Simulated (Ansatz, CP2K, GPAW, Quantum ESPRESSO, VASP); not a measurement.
**Hf: programs and potentials compared**

```xyz
2
Lattice="3.1967 0.0000 0.0000 -1.5983 2.7684 0.0000 0.0000 0.0000 5.0578" Properties=species:S:1:pos:R:3 pbc="T T T"
Hf    1.5984    0.9228    3.7934
Hf    0.0000    1.8456    1.2645
```

Alike in all runs: task band structure; functional PBE; k mesh 10 × 10 × 5; occupations fermi-dirac, width 0.05 eV; no spin polarisation; no spin-orbit coupling. Pressure is positive in compression and, in plane waves, holds the error of the finite cutoff.

```csv
program and potentials,plane-wave cutoff (eV),notes,pressure (GPa)
"CP2K, POTENTIAL_UZH Hf GTH-PBE-q12; TZVP-MOLOPT-PBE-GTH basis",-,atomic basis; 12 valence electrons an atom on average,0.80
"GPAW, GPAW PAW data sets (gpaw-data 1.2.1)",600,12 valence electrons an atom on average,0.91
"Ansatz, all-electron LAPW, scalar-relativistic",-,-,0.61
"VASP, PBE PAW files Hf_pv, 520 eV",520,10 valence electrons an atom on average,0.16
"Quantum ESPRESSO, PseudoDojo 0.4.1 SR PBE standard",789,12 valence electrons an atom on average,0.64
```

The pressure spans 0.16 (VASP, PBE PAW files Hf_pv, 520 eV) to 0.91 GPa (GPAW, GPAW PAW data sets (gpaw-data 1.2.1)), with all-electron results at 0.61. Rows in atomic bases carry the error of their basis and grid, which can be large.

The functional is the same throughout but for its coding, so the spread measures potentials, basis and numerics; runs on potential files found faulty are left out.
